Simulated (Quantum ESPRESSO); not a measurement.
# In in Quantum ESPRESSO: convergence with smearing width

Crystal: In.

```
In
1.0
    -1.62547    1.62547    2.47370
     1.62547   -1.62547    2.47370
     1.62547    1.62547   -2.47370
In
1
Direct
  0.00000 0.00000 0.00000
```

- Program: Quantum ESPRESSO 7.5
- Task: single point
- Functional: LDA
- Potentials or basis: JTH 2.0 LDA
- Cutoff: 612 eV
- Density cutoff: 3674 eV
- k mesh: 11 × 11 × 11
- Occupations: fermi-dirac, width 0.5 eV
- Spin: no spin polarisation

These are the settings of the first run; the series varies smearing width, with any setting tied to it.

Hardware: 1 thread of Arm Neoverse V2, with other jobs on the host.

The values tried are 0.5 eV, 0.3 eV, 0.2 eV, 0.136 eV, 0.1 eV, 0.05 eV, 0.025 eV, 0.01 eV, loosest first. From which on does the pressure stay within 0.1 GPa of the tightest run that finished?

From 0.1 eV on.

```
smearing width  energy less the tightest run, at zero smearing (meV/atom)  pressure (GPa)  SCF cycles  CPU time (s)  peak memory (GiB)
        0.5 eV                                                      -1.61           -1.51           8            19               0.09
        0.3 eV                                                      -0.75           -2.14           8            19               0.09
        0.2 eV                                                      -0.31           -2.34           8            19               0.09
      0.136 eV                                                      -0.13           -2.42           8            19               0.09
        0.1 eV                                                      -0.10           -2.46           7            17               0.09
       0.05 eV                                                      -0.06           -2.48           8            18               0.09
      0.025 eV                                                      -0.02           -2.52           7            17               0.09
       0.01 eV                                                       0.00           -2.55           7            17               0.09
```

Against the tightest run, the energy stays within 1 meV/atom from 0.3 eV on. Narrower smearing needs a denser k mesh, so at a fixed mesh the narrowest width isn't the most accurate. The tightest run that finished is the yardstick and may itself not be fully converged.

Caveat, for the tightest run too: the cutoff is low for these files, which shifts pressure and relaxed volume.
